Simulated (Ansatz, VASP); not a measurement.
**TiAl: VASP beside Ansatz**

```
Ti Al
1.0
     3.17906    0.00000    0.00000
     0.00000    3.17906    0.00000
     0.00000    0.00000    3.17906
Ti Al
1 1
Direct
  0.99886 0.00758 0.00170
  0.50931 0.50647 0.50062
```

Change from the starting cell: atoms moved at random, drawn with an rms of 0.05 Å.

Alike in both runs: task single point; functional PBE; k mesh 8 × 8 × 8; occupations fermi-dirac, width 0.05 eV; no spin polarisation.

|  | VASP | Ansatz |
| --- | --- | --- |
| version | VASP 6.6.1 | Ansatz 0.2.0 |
| potentials or method | VASP PAW PBE potentials, release 64 (Ti_sv, Al), cutoff 520 eV | all-electron LAPW, scalar-relativistic |

```csv
,VASP,Ansatz,Ansatz less VASP
gap on the k mesh at the Fermi level (eV),none,none,-
pressure (GPa),0.9,0.9,0.00
rms of the force components (eV/Å),0.123,0.123,-0.0001
```

Atom by atom the forces differ by 0.000 eV/Å (rms over components). A gap of «none» marks a metal or a gap that the smearing closes. Ansatz ran all-electron here, so the differences hold the error of VASP's frozen core and of both bases.
